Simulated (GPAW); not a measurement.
Crystal: As.

```
As
1.0
     1.88080    1.08588    3.51406
    -1.88080    1.08588    3.51406
     0.00000   -2.17176    3.51406
As
2
Cartesian
  0.0000 0.0000 2.3825
  0.0000 0.0000 8.1597
```

Base run:

| Quantity | Value |
| --- | --- |
| Program | GPAW 26.7.0 |
| Functional | PBEsol |
| Potentials or basis | PAW data sets generated in the run's folder for this functional |
| Cutoff | 600 eV |
| Basis | pw |
| k mesh | 9 × 9 × 9 |
| Occupations | fermi-dirac, width 0.05 eV |
| Spin | no spin polarisation |

Its results: pressure 0.5 GPa; largest force 0.425 eV/Å.

Question: The run is repeated on the same cell with these changes: functional from PBEsol to LDA; k mesh from 9 × 9 × 9 to 6 × 6 × 6. What comes out?

Answer: Pressure -1.3 GPa; largest force 0.212 eV/Å.

Several settings changed at once, so the effect can't be laid on one alone.

Not every run made on this cell is shown here.
